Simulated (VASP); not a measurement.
# Be16H (a cell with a defect) in VASP: further runs, part 2 of 2

VASP 6.6.1. Earlier steps stand in the parts before.

### 3 Single point, PBE+D3(BJ)

INCAR reads:

```
SYSTEM = Be16H
  ALGO = Fast
  EDIFF = 1E-7
  ENCUT = 520
  GGA = PE
  ISIF = 2
  ISMEAR = 0
  IVDW = 12
  LASPH = .TRUE.
  LCHARG = .FALSE.
  LREAL = Auto
  LWAVE = .FALSE.
  NBANDS = 30
  NELM = 100
  PREC = Accurate
  SIGMA = 0.1
```

KPOINTS reads:

```
k-points
0
G
  5 6 4
  0 0 0
```

POSCAR reads:

```
Be16H
1.0
   -2.2900000000     -3.9663960000      0.0000000000
    3.4350000000     -1.9831980000      0.0000000000
    0.0000000000      0.0000000000      7.1768600000
Be H
16 1
Direct
    0.7496217586      0.4972011142      0.0012254663
    0.5008416322      0.3341334317      0.2499910825
    0.7496328292      0.4972026721      0.4987526578
    0.5162540957      0.3408075340      0.7499873204
    0.5032479995     -0.0039304458      0.0043923108
    0.2496425730      0.8383331855      0.2499919185
    0.5032551206     -0.0039300652      0.4955870673
    0.2497091278      0.8145912381      0.7499924758
    0.2496408854      0.5068351172      0.0051882021
   -0.0015576429      0.3341452686      0.2499902464
    0.2496474022      0.5068377150      0.4947968889
   -0.0171323782      0.3411161147      0.7499903858
   -0.0039550497     -0.0039167580      0.0043847867
    0.7496509345      0.8280179447      0.2499889924
   -0.0039464315     -0.0039113037      0.4955961242
    0.7495611744      0.8320518455      0.7499881564
    0.2494517612      0.1712499369      0.7499998607
```

Potentials or basis: VASP PAW PBE potentials, release 64 (Be, H).

Started as:

```sh
$ cat potpaw_PBE.64/Be/POTCAR potpaw_PBE.64/H/POTCAR > POTCAR
$ mpirun -np 1 vasp_std > vasp.out
```

OUTCAR:

```text
SYSTEM = Be16H
   EDIFF = 1E-7
   ENCUT = 520
   GGA = PE
   ISIF = 2
   ISMEAR = 0
   IVDW = 12
   LASPH = .TRUE.
   LREAL = Auto
   NELM = 100
   PREC = Accurate
 IVDW          = 12

 ion  position               nearest neighbor table
   1  0.750  0.497  0.001-  12 2.19   4 2.19   2 2.21  10 2.21  14 2.22  16 2.24   5 2.28  13 2.28
                             5 2.29  13 2.29   9 2.29   9 2.29
   2  0.501  0.334  0.250-   9 2.21  11 2.21   1 2.21   3 2.21   7 2.21   5 2.21  14 2.27   6 2.28
                            10 2.28  10 2.30   6 2.31  14 2.31
   3  0.750  0.497  0.499-  12 2.19   4 2.19   2 2.21  10 2.21  14 2.22  16 2.24   7 2.28  15 2.28
                             7 2.29  15 2.29  11 2.29  11 2.29
   4  0.516  0.341  0.750-  17 1.39  12 2.14   1 2.19   3 2.19  16 2.22   8 2.24   7 2.28   5 2.28
                            16 2.28  11 2.30   9 2.30
   5  0.503  0.996  0.004-  14 2.20   6 2.20   2 2.21  16 2.24  13 2.26   9 2.26   1 2.28   8 2.28
                             4 2.28   1 2.29  13 2.32   9 2.34
   6  0.250  0.838  0.250-   9 2.19  11 2.19   7 2.20   5 2.20  15 2.20  13 2.20   2 2.28  10 2.28
                            14 2.29  14 2.29  10 2.31   2 2.31
   7  0.503  0.996  0.496-  14 2.20   6 2.20   2 2.21  16 2.24  15 2.26  11 2.26   3 2.28   8 2.28
                             4 2.28   3 2.29  15 2.32  11 2.34
   8  0.250  0.815  0.750-  17 1.41  11 2.20   9 2.20  12 2.24   4 2.24   5 2.28   7 2.28  13 2.28
                            15 2.28  16 2.29  16 2.29
   9  0.250  0.507  0.005-   6 2.19   8 2.20  10 2.21   2 2.21   5 2.26  13 2.26   1 2.29   1 2.29
                             4 2.30  12 2.30  13 2.34   5 2.34
  10  0.998  0.334  0.250-   9 2.21  11 2.21   3 2.21   1 2.21  15 2.21  13 2.21  14 2.27   6 2.28
                             2 2.28   2 2.30   6 2.31  14 2.31
  11  0.250  0.507  0.495-   6 2.19   8 2.20   2 2.21  10 2.21   7 2.26  15 2.26   3 2.29   3 2.29
                             4 2.30  12 2.30  15 2.34   7 2.34
  12  0.983  0.341  0.750-  17 1.39   4 2.14   3 2.19   1 2.19  16 2.22   8 2.24  15 2.28  13 2.28
                            16 2.28  11 2.30   9 2.30
  13  0.996  0.996  0.004-  14 2.20   6 2.20  10 2.21  16 2.24   5 2.26   9 2.26   1 2.28   8 2.28
                            12 2.28   1 2.29   5 2.32   9 2.34
  14  0.750  0.828  0.250-   7 2.20   5 2.20  13 2.20  15 2.20   3 2.22   1 2.22  10 2.27   2 2.27
                             6 2.29   6 2.29   2 2.31  10 2.31
  15  0.996  0.996  0.496-  14 2.20   6 2.20  10 2.21  16 2.24   7 2.26  11 2.26   3 2.28   8 2.28
                            12 2.28   3 2.29   7 2.32  11 2.34
  16  0.750  0.832  0.750-  12 2.22   4 2.22   3 2.24   1 2.24   7 2.24   5 2.24  15 2.24  13 2.24
                             4 2.28  12 2.28   8 2.29   8 2.29
  17  0.249  0.171  0.750-  12 1.39   4 1.39   8 1.41

  LATTYP: Found a simple orthorhombic cell.
 ALAT       =     3.9663962620
 B/A-ratio  =     1.1547004875
 C/A-ratio  =     1.8094157835

  Lattice vectors:

 A1 = (  -3.4350000000,   1.9831980000,   0.0000000000)
 A2 = (  -2.2900000000,  -3.9663960000,   0.0000000000)
 A3 = (   0.0000000000,   0.0000000000,   7.1768600000)

Analysis of symmetry for initial positions (statically):
=====================================================================
 Subroutine PRICEL returns:
 Original cell was already a primitive cell.

 Routine SETGRP: Setting up the symmetry group for a
 simple orthorhombic supercell.

 Subroutine GETGRP returns: Found  1 space group operations
 (whereof  1 operations were pure point group operations)
 out of a pool of  8 trial point group operations.

The static configuration has the point symmetry C_1 .

Analysis of symmetry for dynamics (positions and initial velocities):
=====================================================================
 Subroutine PRICEL returns:
 Original cell was already a primitive cell.

 Routine SETGRP: Setting up the symmetry group for a
[... 128 lines left out ...]
   ISTART =      0    job   : 0-new  1-cont  2-samecut
   ICHARG =      2    charge: 1-file 2-atom 10-const
   ISPIN  =      1    spin polarized calculation?
   LNONCOLLINEAR =      F non collinear calculations
   LSORBIT =      F    spin-orbit coupling
   LASPH  =      T    aspherical Exc in radial PAW
   ENCUT  =  520.0 eV  38.22 Ry    6.18 a.u.   8.52  7.37 13.34*2*pi/ulx,y,z
   NELM   =    100;   NELMIN=  2; NELMDL= -5     # of ELM steps
   EDIFF  = 0.1E-06   stopping-criterion for ELM
   LREAL  =      T    real-space projection
   EDIFFG = 0.1E-05   stopping-criterion for IOM
   NSW    =      0    number of steps for IOM
   IBRION =     -1    ionic relax: 0-MD 1-quasi-New 2-CG
   NFREE  =      0    steps in history (QN), initial steepest desc. (CG)
   ISIF   =      2    stress and relaxation
   ISYM   =      2    0-nonsym 1-usesym 2-fastsym
   POTIM  = 0.5000    time-step for ionic-motion
   TEBEG  =    0.0;   TEEND  =   0.0 temperature during run
   PSTRESS=    0.0 pullay stress
   NELECT =      33.0000    total number of electrons
   NUPDOWN=      -1.0000    fix difference up-down
   EMIN   =  10.00;   EMAX   =-10.00  energy-range for DOS
   EFERMI =   0.00;   METHOD = LEGACY
   ISMEAR =     0;   SIGMA  =   0.10  broadening in eV -4-tet -1-fermi 0-gaus
   EFERMI_NEDOS =   21; number of points for ismear=-14 and -15
   IALGO  =     68    algorithm
   IMIX   =      4    mixing-type and parameters
     AMIX     =   0.40;   BMIX     =  1.00
     AMIX_MAG =   1.60;   BMIX_MAG =  1.00
  volume/ion in A,a.u.               =       7.67        51.75
  Fermi-wavevector in a.u.,A,eV,Ry     =   1.035573  1.956950 14.591049  1.072412
  Thomas-Fermi vector in A             =   2.169923
   LORBIT       =      0    0 simple, 1 ext, 2 COOP (PROOUT), +10 PAW based schemes
   GGA     = PE    functional components
   LHFCALC =     F    Hartree Fock is set to
   AEXX    =    0.0000 exact exchange contribution
   IVDW    =    12    specifies the selected vdW correction
   LEPSILON=     F    determine dielectric tensor
   LRPA    =     F    only Hartree local field effects (RPA)
 non-spin polarized calculation
 RMM-DIIS sequential band-by-band and
 Gauss-broadening in eV      SIGMA  =   0.10
  energy-cutoff  :      520.00
  volume of cell :      130.38
 maximum number of plane-waves:      3532
 NGX is ok and might be reduce to    36
   NGX = 17   NGY = 15   NGZ = 27

 number of electron      33.0000000 magnetization

 Free energy of the ion-electron system (eV)
  ---------------------------------------------------
  ext. energy  EPLUGINS =         0.00000000
  ---------------------------------------------------
  free energy    TOTEN  =       -61.30820257 eV

  energy without entropy =      -61.29830412  energy(sigma->0) =      -61.30325335

 E-fermi :   7.1767     XC(G=0): -10.5801

 val. band max:        7.1592233056   @ k =   0.0000   0.1667   0.0000
 cond. band min:       7.1936499330   @ k =   0.4000   0.5000   0.0000
 fundamental gap:      0.0344266274
 Fermi energy:         7.1766857544

 k-point     1 :       0.0000    0.0000    0.0000
  band No.  band energies     occupation
      1      -4.9958      2.00000
      2      -2.9092      2.00000
      3      -2.1914      2.00000
      4      -0.3050      2.00000
      5       0.9655      2.00000
      6       1.5099      2.00000
[... 733 lines left out ...]
     27      11.9108      0.00000
     28      12.2147      0.00000

 [... further k-points ...]

 [bands above 28 left out]

------------------------ aborting loop because EDIFF is reached ----------------------------------------

 Edisp (eV)   -5.70748

 E8    (eV) :    -1.9579

  FORCE on cell =-STRESS in cart. coord.  units (eV):
  Direction    XX          YY          ZZ          XY          YZ          ZX
  --------------------------------------------------------------------------------------
  -------------------------------------------------------------------------------------
  Total      -5.08348    -4.33539    -4.57563     0.65383     0.00016     0.00004
  in kB     -62.47056   -53.27730   -56.22969     8.03493     0.00201     0.00051
  external pressure =      -57.33 kB  Pullay stress =        0.00 kB

 VOLUME and BASIS-vectors are now :
 -----------------------------------------------------------------------------
  energy-cutoff  :      520.00
  volume of cell :      130.38
      direct lattice vectors                 reciprocal lattice vectors
    -2.290000000 -3.966396000  0.000000000    -0.109170306 -0.189088533  0.000000000
     3.435000000 -1.983198000  0.000000000     0.218340611 -0.126059022  0.000000000
     0.000000000  0.000000000  7.176860000     0.000000000  0.000000000  0.139336702

 POSITION                                       TOTAL-FORCE (eV/Angst)
 -----------------------------------------------------------------------------------
     -0.00875     -3.95935      0.00880        -0.005935      0.003461     -0.007641
      0.00082     -2.64919      1.79415        -0.003825      0.002698     -0.000065
     -0.00877     -3.95939      3.57948        -0.005828      0.003654      0.007672
     -0.01155     -2.72356      5.38255        -0.003135     -0.034131      0.000043
      2.26906     -3.97148      0.03152        -0.003186     -0.001120     -0.000723
      2.30799     -2.65276      1.79416         0.003407     -0.001612     -0.000018
[... 9 lines left out ...]
      1.14160     -4.62318      5.38256        -0.002453      0.000514      0.000074
      0.01700     -1.32905      5.38264        -0.001212      0.001883      0.000185
 -----------------------------------------------------------------------------------
    total drift:                                0.001054     -0.000214     -0.000106

  FREE ENERGIE OF THE ION-ELECTRON SYSTEM (eV)
  ---------------------------------------------------
  free  energy   TOTEN  =       -67.0156787213 eV

  energy  without entropy=      -67.0057802689  energy(sigma->0) =      -67.01072950
```

Wall time 3.4 min (1 thread of Intel Xeon 6975P-C (Granite Rapids), shared host); peak memory 0.34 GiB.

Results:

| Item | Value |
| --- | --- |
| Free energy | -67.0157 eV |
| Pressure | -5.7 GPa |
| Largest force | 0.034 eV/Å |
| Band gap on the k mesh | none (metal or under the smearing width) |
| Dispersion energy per atom | -0.336 eV |

Forces on the atoms (eV/Å):
```
Be  -0.006  0.003 -0.008
Be  -0.004  0.003  0.000
Be  -0.006  0.004  0.008
Be  -0.003 -0.034  0.000
Be  -0.003 -0.001 -0.001
Be   0.003 -0.002  0.000
Be  -0.003 -0.001  0.001
Be   0.009 -0.004  0.000
Be   0.001  0.000 -0.001
Be  -0.004  0.002  0.000
Be   0.001  0.000  0.001
Be   0.023  0.018  0.000
Be  -0.001  0.004 -0.001
Be  -0.003  0.002  0.000
Be  -0.001  0.004  0.001
Be  -0.002  0.001  0.000
H   -0.001  0.002  0.000
```
